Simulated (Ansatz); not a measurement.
This geometry of CF2 + FH (5 atoms, charge 0, multiplicity 1) is a first-order saddle point.

Method: RKS PBE-D4/def2-SVP (Ansatz 0.2.0).

```xyz
5
Properties=species:S:1:pos:R:3
C -0.236 -0.193 -0.366
F -0.391 -1.375 0.149
F 0.755 -0.212 -1.204
H -0.495 0.820 0.286
F 0.367 0.960 1.135
```

(1) Which two structures does it join? (They come from a converged band through this point; their orientation in space is the band's.)

(2) How far does it lie above each of them?

## Answers

(1) Bonds broken: H4–F5. Bonds formed: C1–H4, C1–F5. CF2 + FH becomes CHF3.

First end point:

```xyz
5
Properties=species:S:1:pos:R:3
C -0.215 -0.349 -0.508
F -0.227 -1.587 -0.103
F 0.721 -0.271 -1.410
H -0.396 0.924 0.644
F 0.117 1.283 1.377
```

Last end point:

```xyz
5
Properties=species:S:1:pos:R:3
C -0.049 0.028 -0.007
F -0.294 -1.268 0.250
F 0.700 0.112 -1.120
H -1.006 0.583 -0.143
F 0.648 0.546 1.020
```

(2) 0.290 eV above the first and 3.000 eV above the second. This is the barrier of this one path; another mechanism may lie lower. The orbitals stay closed-shell, which can raise the energy where a bond breaks towards radicals; this wasn't checked here.

Time of the run: 4.5 min on 1 thread of Intel(R) Xeon(R) Processor @ 2.50GHz (Skylake/Cascade Lake), with other jobs on the host, peak memory 0.12 GiB.
